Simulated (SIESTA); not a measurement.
GaN:

```xyz
2
Lattice="0.0000 2.2535 2.2535 2.2535 0.0000 2.2535 2.2535 2.2535 0.0000" Properties=species:S:1:pos:R:3 pbc="T T T"
Ga    0.0000    0.0000    0.0000
N     1.1268    1.1268    1.1268
```

The cell is a database's computed one.

Base run:

- Program: SIESTA 5.4.2
- Functional: PBE
- Potentials or basis: PseudoDojo 0.4 standard (PBE files)
- Basis: SZ (energy shift 0.002 Ry; radii capped at 9.5 bohr)
- Grid cutoff: 800 Ry
- Energy shift: 0.002 Ry
- k mesh: 10 × 10 × 10
- Occupations: fermi-dirac, width 0.05 eV
- Spin: no spin polarisation

Its results: band gap on the k mesh 1.87 eV, direct; pressure 15.5 GPa.

Q: After a change of settings the same cell gave: band gap on the k mesh 1.93 eV, direct; pressure 10.0 GPa. Which change was it?
A. functional from PBE to PBEGcGxLO; basis from SZ (energy shift 0.002 Ry; radii capped at 9.5 bohr) to DZP (energy shift 0.002 Ry; radii capped at 9.5 bohr)
B. potentials or basis from PseudoDojo 0.4 standard (PBE files) to SPMS 1.0 (PBE files) or PseudoDojo by element; basis from SZ (energy shift 0.002 Ry; radii capped at 9.5 bohr) to DZP (energy shift 0.002 Ry; radii capped at 9.5 bohr)
C. basis from SZ (energy shift 0.002 Ry; radii capped at 9.5 bohr) to SZP (energy shift 0.01 Ry); energy shift from 0.002 Ry to 0.01 Ry

A: C.

Caveats: the basis of atomic orbitals isn't converged, which shifts pressures, moduli and gaps; the basis has no polarisation orbitals (some runs); so large a pressure means that the cell lies far from this level's equilibrium, or that cutoff or potentials fall short (some runs).
